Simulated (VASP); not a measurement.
**From VASP inputs to Ansatz: MgS (zincblende)**

INCAR

```
NBANDS = 11
LASPH = .TRUE.
LCHARG = .FALSE.
LWAVE = .FALSE.
NELM = 120
EDIFFG = -5E-3
LREAL = .FALSE.
NSW = 40
ENCUT = 600
EDIFF = 1E-7
ISIF = 3
GGA = PS
ISMEAR = -1
PREC = Accurate
SIGMA = 0.02
IBRION = 2
```

KPOINTS

```
KPOINTS created by Atomic Simulation Environment
0
Gamma
8 8 8
0 0 0
```

POSCAR

```
Mg S
 1.0000000000000000
     0.0000000000000000    2.8484709019592778    2.8484709019592778
     2.8484709019592778    0.0000000000000000    2.8484709019592778
     2.8484709019592778    2.8484709019592778    0.0000000000000000
 Mg  S
   1   1
Cartesian
  0.0000000000000000  0.0000000000000000  0.0000000000000000
  1.4242354509796389  1.4242354509796389  1.4242354509796389
```

VASP ran with the recommended PBE PAW datasets (8 valence electrons in the cell).

**Question.** Translate these files to an Ansatz input.

**Answer.** 

```yaml
crystal:
  lattice:
    - [0.0, 2.848470902, 2.848470902]
    - [2.848470902, 0.0, 2.848470902]
    - [2.848470902, 2.848470902, 0.0]
  atoms:
    - { symbol: Mg, position: [0.0, 0.0, 0.0] }
    - { symbol: S, position: [0.25, 0.25, 0.25] }
kpoints:
  mp_grid: { grid: [8, 8, 8] }
hamiltonian:
  xc: pbesol
scf:
  occupations: { method: fermi_dirac, width: 0.02 }
relax:
  f_tol: 0.005
  cell: {}
```

Other inputs would serve too.

```
                                              VASP                 Ansatz
relaxed cell vector lengths  3.995, 3.995, 3.995 Å  3.996, 3.996, 3.996 Å
        relaxed cell volume               45.08 Å³               45.12 Å³
```

Each program uses its own PAW datasets. VASP's cell holds 8 valence electrons and Ansatz's 16.
